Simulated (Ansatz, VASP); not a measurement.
CdF3 in VASP and in Ansatz

File INCAR:

```
PREC     = Accurate       # precision mode
ENCUT    = 600            # plane-wave cutoff, eV
EDIFF    = 1E-7           # SCF threshold, eV
ISMEAR   = 0              # smearing method
SIGMA    = 0.1            # smearing width, eV
LREAL    = F              # projectors in reciprocal space
LASPH    = T              # aspherical terms in the spheres
NELM     = 150            # most SCF steps
ALGO     = Normal         # electronic algorithm
ISIF     = 3              # what is computed and relaxed
LWAVE    = F              # write WAVECAR
LCHARG   = F              # write CHGCAR
ISPIN    = 2              # spin polarisation
MAGMOM   = 0 0.37 0.37 0.37 # initial moments
LORBIT   = 11             # projections on sites
GGA      = PE             # functional
IBRION   = 2              # ionic algorithm
NSW      = 90             # ionic steps
EDIFFG   = -0.04          # ionic threshold
```

File KPOINTS:

```
Automatic mesh
0
Gamma
  6 6 6
```

The input POSCAR:

```
CdF3
1.0
    0.0000000000      2.8416514083      2.8416514083
    2.8416514083      0.0000000000      2.8416514083
    2.8416514083      2.8416514083      0.0000000000
Cd F
1 3
Direct
    0.0000000000      0.0000000000      0.0000000000
    0.2500000000      0.2500000000      0.2500000000
    0.7500000000      0.7500000000      0.7500000000
    0.5000000000      0.5000000000      0.5000000000
```

Input for Ansatz:

```yaml
crystal:
  lattice:
    - [0.0, 2.8416514083, 2.8416514083]
    - [2.8416514083, 0.0, 2.8416514083]
    - [2.8416514083, 2.8416514083, 0.0]
  atoms:
    - { symbol: Cd, position: [0.0, 0.0, 0.0] }
    - { symbol: F, position: [0.25, 0.25, 0.25], spin: 0.37 }
    - { symbol: F, position: [0.75, 0.75, 0.75], spin: 0.37 }
    - { symbol: F, position: [0.5, 0.5, 0.5], spin: 0.37 }
basis:
  ecutwfc: 420
kpoints:
  mp_grid: { grid: [6, 6, 6] }
hamiltonian:
  xc: pbe
scf:
  occupations: { method: gaussian, width: 0.1 }
  lower_state_search: "off"
output:
  forces: true
  stress: true
  eigenvalues: true
  populations: true
magnetization:
  spin_polarized: true
relax:
  adjacent_minimum: "off"
  f_tol: 0.04
  max_steps: 70
  cell: { stress_tol: 0.4 }
```

Change from the starting cell: species swapped into the Sr3Ca type (Fm-3m, No. 225).

Alike in both runs: task relaxation of cell and atoms; functional PBE; k mesh 6 × 6 × 6; occupations gaussian, width 0.1 eV; collinear spin.

|  | VASP | Ansatz |
| --- | --- | --- |
| version | VASP 6.6.1 | Ansatz 0.2.0 |
| potentials or method | VASP PAW PBE potentials, release 64 (Cd, F) | scalar-relativistic, plane waves, PAW |
| plane-wave cutoff (eV) | 600 | 420 |
| valence electrons in the cell | 33 | 41 |

```tsv
	VASP	Ansatz	Ansatz less VASP
gap on the k mesh at the Fermi level, each at its own relaxed structure (eV)	none	none	-
net moment per atom (μB)	0.25	0.25	0.000
size of the moment on the site where the two differ most (μB)	0.51	0.56	+0.049
relaxed volume (Å³/atom)	11.47	11.47	0.000
relaxed cell length with the largest relative difference (Å)	4.019	4.019	0.0000
```

Site moments also hang on the region over which each program counts them. A gap of «none» marks a metal or a gap that the smearing closes. The two sets of potentials don't hold the same shells in valence.

Caveats: the relaxation stopped at its first step, so nothing moved.
